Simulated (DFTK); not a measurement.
**SnSe under changes of volume**

One of the cells (27.271 Å³/atom); the others are scaled copies at fixed shape and fractional positions:

```
CELL_PARAMETERS angstrom
0.00000 3.01000 3.01000
3.01000 0.00000 3.01000
3.01000 3.01000 0.00000
ATOMIC_POSITIONS crystal
Sn 0.00000 0.00000 0.00000
Se 0.50000 0.50000 0.50000
```

Measurements of this composition are mostly on another form, of space group No. 62.

| Property | Result |
| --- | --- |
| Program | DFTK 0.8.2 |
| Functional | PBEsol |
| Potentials or basis | dojo.nc.sr.pbesol.v0_4_1.standard.upf (PBEsol) |
| Cutoff | 1170 eV |
| k mesh | 8 × 8 × 8 |
| Occupations | fermi-dirac, width 0.05 eV |
| Spin | no spin polarisation |

```csv
volume (Å³/atom),energy over the lowest point (meV/atom),pressure (GPa),gap on the mesh (eV)
25.635,2.91,1.5,0.77
26.180,0.00,0.2,0.75
26.725,1.17,-0.9,0.72
27.271,?,?,?
27.816,14.04,-2.8,0.56
28.362,25.04,-3.6,0.48
28.907,38.64,-4.4,0.40
```

Q: What does the run at 27.271 Å³/atom give?

A: Energy over the lowest point 5.97 meV/atom; pressure -1.9 GPa; gap on the mesh 0.64 eV.

Worked out: A Birch-Murnaghan fit of order 3 (a polynomial in V^(-2/3)) to the other rows has its minimum at 26.29 Å³/atom with B0 = V·E''(V) = 56 GPa and B' = 4.3. It gives 5.98 meV/atom at 27.271 Å³/atom, against the run's 5.97, and -dE/dV = -1.9 GPa, against -1.9. A parabola through the other rows of the gap, of slope -3.28 eV per unit of ln V there, gives 0.65 eV, against the run's 0.64.

Energies are extrapolated to zero smearing.

Caveats: spin-orbit coupling is left out, which moves the levels of the heavy elements.

A mesh can miss the band edges.
